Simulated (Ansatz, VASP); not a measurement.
# SnTe: VASP beside Ansatz

```
CELL_PARAMETERS angstrom
4.74230 0.00000 0.00000
0.00000 4.74230 0.00000
0.00000 0.00000 7.72031
ATOMIC_POSITIONS crystal
Sn 0.50000 0.50000 0.75000
Sn 0.50000 0.50000 0.25000
Te 0.00000 0.50000 0.00000
Te 0.50000 0.00000 0.50000
```

Alike in both runs: functional PBE; k mesh 10 × 10 × 6; occupations gaussian, width 0.1 eV; no spin polarisation.

Ansatz relaxed the structure, and its values are those at the end. VASP's run is a single point on that final structure, the one shown.

```csv
,VASP,Ansatz
version,VASP 6.6.1,Ansatz 0.2.0
potentials or method,"VASP PAW PBE potentials, release 64 (Sn_d, Te)","scalar-relativistic, plane waves, PAW"
plane-wave cutoff (eV),520,420
valence electrons in the cell,40,60
```

|  | VASP | Ansatz | Ansatz less VASP |
| --- | --- | --- | --- |
| gap on the k mesh at the Fermi level (eV) | none | none | - |
| pressure (GPa) | 0.0 | 0.0 | +0.02 |

A gap of «none» marks a metal or a gap that the smearing closes. The functional is the same, so the differences come from potentials, cutoffs and numerics. The two sets of potentials don't hold the same shells in valence.

The runs have no spin-orbit coupling, so splittings on Te are missing.
